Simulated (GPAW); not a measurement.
TiC, 2 atoms in the cell. It takes space group P-6m2 (No. 187, hexagonal). Conventional cell: a = 3.042 Å, b = 3.042 Å, c = 2.698 Å, α = 90.00°, β = 90.00°, γ = 120.00°. Ti (site symmetry -6m2) is surrounded by 6 C at 2.21 Å. Around C (site symmetry -6m2) lie 6 Ti at 2.21 Å. The cell was built by a generator and needn't be a form met in nature.

```yaml
Program: GPAW 26.7.0
Task: band structure
Functional: PBE
Potentials_or_basis: GPAW PAW data sets (gpaw-data 1.2.1)
Cutoff: 800 eV
Basis: pw
k_mesh: 10 × 10 × 10
Occupations: fermi-dirac, width 0.05 eV
Spin: no spin polarisation
Maxiter: 150
Band_path: GMKGALHA,LM,KH
Band_points: 80
```

Potentials or basis: GPAW PAW data sets (gpaw-data 1.2.1), pw.

Run with:

```bash
$ OMP_NUM_THREADS=1 python run.py
```

Hardware: 1 thread of Arm Neoverse V1 (shared host).

Q: Estimate the wall time of this run.

A: Run time: 46 s on 1 thread of Arm Neoverse V1, on a shared host, peak memory 0.27 GiB. Counts: scf iterations 15, plane waves 1124, bands 18, k points 84.
